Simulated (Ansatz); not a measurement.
Hg (I4/mmm), two-dimensional strain map

Computed with Ansatz 0.2.0, DFT PBE+D3(BJ), scalar-relativistic, plane waves, PAW. The runs took a 420 eV cutoff, a Γ-centred 18×18×18 mesh and Gaussian smearing (0.15 eV). Spin–orbit coupling is left out, which can shift energies with elements as heavy as these. No spin polarisation. Energies are free energies at this smearing, counted from the undisturbed cell; pressure is positive in compression.

Reference structure (as given, not relaxed at this level; it stands at -2.0 GPa; this form isn't the usual structure):

```yaml
crystal:
  lattice:
    - [-2.06969, 2.06969, 1.80226]
    - [2.06969, -2.06969, 1.80226]
    - [2.06969, 2.06969, -1.80226]
  atoms:
    - { symbol: Hg, position: [0.00000, 0.00000, 0.00000] }
```

The cell is strained by p along both x and y and by q along z, fractional coordinates fixed. Points are written (p, q).

Energy above the undisturbed cell in meV/atom (a dash: not computed):

```csv
p \ q,-0.050,-0.025,0.000,0.025,0.050
-0.050,-44.5,-41.6,-36.4,-30.0,-22.7
-0.025,-32.2,–,-19.9,–,–
0.000,-14.7,–,0.0,–,18.4
0.050,26.4,–,42.1,–,60.4
```

Pressure in GPa:

```csv
p \ q,-0.050,-0.025,0.000,0.025,0.050
-0.050,-0.8,-1.2,-1.5,-1.7,-1.9
-0.025,-1.5,–,-1.9,–,–
0.000,-1.8,–,-2.0,–,-2.1
0.050,-1.9,–,-1.9,–,-1.9
```